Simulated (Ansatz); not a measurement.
# ZnCu2SnS4: the band gap up the ladder of functionals

One table from this session's results is given with a row withheld; the runs are named, their logs left out.

The runs shown are made with Ansatz 0.2.0. PAW datasets, plane waves. No spin polarisation and no zero-point or thermal motion.

### The cell

The cell was relaxed beforehand with r2SCAN.

Space group I-4 (No. 82), tetragonal; a = 5.414 Å, c = 10.822 Å in the conventional setting, 19.83 Å³ an atom. Near Zn stand 4 S at 2.34 Å; near Cu stand 4 S at 2.30 Å; near Sn stand 4 S at 2.44 Å; near S stand 2 Cu at 2.30 Å and 1 Zn at 2.34 Å and 1 Sn at 2.44 Å.

As a file:

Space group I-4 (No. 82). a = 5.414 Å, b = 5.414 Å, c = 10.822 Å, α = 90.00°, β = 90.00°, γ = 90.00°
| atom | site | symmetry | x | y | z |
| --- | --- | --- | --- | --- | --- |
| Zn | 2d | -4.. | 0.5000 | 0.0000 | 0.2500 |
| Cu | 2a | -4.. | 0.0000 | 0.0000 | 0.0000 |
| Cu | 2c | -4.. | 0.0000 | 0.5000 | 0.2500 |
| Sn | 2b | -4.. | 0.5000 | 0.5000 | 0.0000 |
| S | 8g | 1 | 0.7643 | 0.2422 | 0.1291 |

Set-up of the first run:

input.yaml

```yaml
crystal:
  lattice:
    - [-2.7070239538, 2.7070239538, 5.4111010438]
    - [2.7070239538, -2.7070239538, 5.4111010438]
    - [2.7070239538, 2.7070239538, -5.4111010438]
  atoms:
    - { symbol: Zn, position: [0.25, 0.75, 0.5] }
    - { symbol: Cu, position: [0.0, 0.0, 0.0] }
    - { symbol: Cu, position: [0.75, 0.25, 0.5] }
    - { symbol: Sn, position: [0.5, 0.5, 0.0] }
    - { symbol: S, position: [0.3713035308, 0.8934250789, 1.0064641451] }
    - { symbol: S, position: [0.1065749211, 0.1130390662, 0.4778784519] }
    - { symbol: S, position: [0.8869609338, 0.3648393857, -0.0064641451] }
    - { symbol: S, position: [0.6351606143, 0.6286964692, 0.5221215481] }
kpoints:
  mp_grid: { grid: [6, 6, 6] }
  band_path:
    path:
      - [[0.0, 0.0, 0.0], [1.587438076405e-17, -1.587438076405e-17, 0.5], [0.25, 0.25, 0.25], [-3.524705399966e-17, 0.5, 3.524705399966e-17], [0.0, 0.0, 0.0], [0.5, 0.5, -0.5], [0.3125680930299, 0.6874319069701, -0.3125680930299]]
      - [[-0.3125680930299, 0.3125680930299, 0.3125680930299], [0.0, 0.0, 0.0]]
      - [[1.587438076405e-17, -1.587438076405e-17, 0.5], [-0.1251361860598, 0.1251361860598, 0.5]]
      - [[0.5, 0.5, -0.1251361860598], [0.5, 0.5, -0.5]]
    npoints: 10
hamiltonian:
  xc: pbe
scf:
  occupations: { method: fermi_dirac, width: 0.02 }
  n_extra_bands: 6
output:
  forces: true
  stress: true
  eigenvalues: true
```

Command:

```sh
> ansatz run input.yaml --threads 2 --pin off --max-ram 20275MiB --backend cpu --events-out ev --progress --plain --runs-dir out
```

Steps of the session up to this table: Band structure with PBE; r2SCAN at the same geometry; HSE06 at the same geometry; PBE+SOC; PBE0.

One of the session's tables, all rows but one given; the rest of the session is left out.

| level | gap (eV) |
| --- | --- |
| PBE | 0.18 |
| r2SCAN | ? |
| HSE06 | 1.31 |
| PBE+SOC | 0.18 |
| PBE0 | 1.97 |

Estimate the missing values for r2SCAN.

The run gave: gap (eV): 0.47. In the column «gap (eV)» it lies between PBE+SOC (0.18) and HSE06 (1.31).

Meshes: PBE 6×6×6, r2SCAN 6×6×6, HSE06 4×4×4, PBE+SOC 6×6×6, PBE0 4×4×4

The gap runs from 0.18 eV (PBE+SOC) to 1.97 eV (PBE0). Against HSE06, PBE is short by 1.13 eV, at 14 % of it, and r2SCAN 36 %. PBE0 lies 0.65 eV above HSE06, which differs from it by screening the long-range exchange.

Caveats from the session: Warnings in the runs' records: stress exchange threshold loose, stress scf threshold loose.
